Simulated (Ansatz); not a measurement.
# InSe: the cost of one run

Method: DFT PBE+D3(BJ), scalar-relativistic, plane waves, PAW, in Ansatz 0.2.0.

The COD entry's cell or inner coordinates are ideal or old and differ from later refinements, so a difference from it is no clean test against experiment.

1 further run of the same task is left out (set aside as unsound or not needed).

## (1) The structure to begin with

It takes space group R3m (No. 160, trigonal). Conventional cell: a = 4.037 Å, b = 4.037 Å, c = 24.908 Å, α = 90.00°, β = 90.00°, γ = 120.00°. In (site symmetry 3m) is surrounded by 3 Se at 2.66 Å and 1 In at 2.79 Å. Se (site symmetry 3m) is surrounded by 3 In at 2.66 Å.

Structure file:

```
CELL_PARAMETERS angstrom
2.01849 1.16538 8.30272
-2.01849 1.16538 8.30272
0.00000 -2.33075 8.30272
ATOMIC_POSITIONS crystal
In 0.99961 0.99961 0.99961
In 0.11176 0.11176 0.11176
Se 0.61472 0.61472 0.61472
Se 0.82990 0.82990 0.82990
```

This cell was relaxed beforehand with the same method: volume 29.30 Å³/atom, gap on the mesh 0.30 eV.

## (2) Static run: bands, density of states and charges

Contents of input.yaml:

```yaml
crystal:
  lattice:
    - [2.0184887454, 1.1653750205, 8.3027171598]
    - [-2.0184887454, 1.1653750205, 8.3027171598]
    - [0.0, -2.330750041, 8.3027171598]
  atoms:
    - { symbol: In, position: [-0.000385665, -0.000385665, -0.000385665] }
    - { symbol: In, position: [0.1117587348, 0.1117587348, 0.1117587348] }
    - { symbol: Se, position: [0.6147242529, 0.6147242529, 0.6147242529] }
    - { symbol: Se, position: [0.8299026774, 0.8299026774, 0.8299026774] }
basis:
  ecutwfc: 420
kpoints:
  mp_grid: { grid: [12, 12, 12] }
  band_path:
    path:
      - [[0.0, 0.0, 0.0], [-0.5, -0.5, -0.5], [-0.5, -0.17980075, -0.82019925]]
      - [[-0.17980075, 0.17980075, -0.5], [0.0, 0.0, -0.5], [0.0, 0.0, 0.0], [0.0, 0.33990037, -0.33990037]]
      - [[-0.33990037, 0.0, -0.66009963], [-0.5, 0.0, -0.5], [0.0, 0.0, 0.0]]
    npoints: 14
hamiltonian:
  xc: pbe
  dispersion: d3bj
scf:
  occupations: { method: gaussian, width: 0.02 }
  n_extra_bands: 10
output:
  forces: true
  stress: true
  eigenvalues: true
  populations: true
  dos: { projected: true, de: 0.02, nscf_kmesh: { grid: [18, 18, 18] } }
  bader: true
  write_density: true
  write_potential: true
  elf: true
  volumetric_format: npy
```

Launch:

```console
$ ansatz run input.yaml --threads 1 --pin off --max-ram 2560MiB --backend cpu --events-out ev --progress --plain --runs-dir out
```

Q: Estimate wall time and peak memory on 1 thread of Intel Xeon at 2.70GHz, shared host.

About 7.1 min, with a peak of 1.6 GiB.
